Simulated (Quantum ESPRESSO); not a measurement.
Ru in Quantum ESPRESSO: convergence with k mesh

The system is Ru.

```
CELL_PARAMETERS angstrom
2.70580 0.00000 0.00000
-1.35290 2.34329 0.00000
0.00000 0.00000 4.28190
ATOMIC_POSITIONS crystal
Ru 0.66667 0.33333 0.75000
Ru 0.33333 0.66667 0.25000
```

- Program: Quantum ESPRESSO 7.5
- Task: single point
- Functional: PBEsol
- Potentials or basis: PseudoDojo 0.4.1 SR PBEsol standard
- Cutoff: 1143 eV
- Density cutoff: 4572 eV
- k mesh: 2 × 2 × 1
- Occupations: gaussian, width 0.05 eV
- Spin: no spin polarisation

These are the settings of the first run; the series varies k mesh, with any setting tied to it.

Hardware: 1 thread of Arm Neoverse V2, with other jobs on the host.

```csv
k mesh,"energy less the tightest run, at zero smearing (meV/atom)",pressure (GPa),SCF cycles,CPU time (s),peak memory (GiB)
2 × 2 × 1,314.77,0.51,13,1.7,0.05
3 × 3 × 2,461.44,3.00,8,3.5,0.05
5 × 5 × 3,2.66,-6.52,8,5.5,0.05
7 × 7 × 4,39.06,-5.25,8,12,0.06
8 × 8 × 4,-12.29,-5.80,8,15,0.07
10 × 10 × 5,9.82,-5.68,8,21,0.08
11 × 11 × 6,8.75,-5.65,9,36,0.1
13 × 13 × 7,5.83,-5.76,8,42,0.12
15 × 15 × 8,0.00,-5.78,8,69,0.16
```

Against the tightest run, the pressure stays within 0.1 GPa from 13 × 13 × 7 on. Not settled before the last step: the energy (to 1 meV/atom). Meshes of other sizes hit other points, so gaps and Fermi surfaces needn't settle smoothly. The tightest run that finished is the yardstick and may itself not be fully converged.
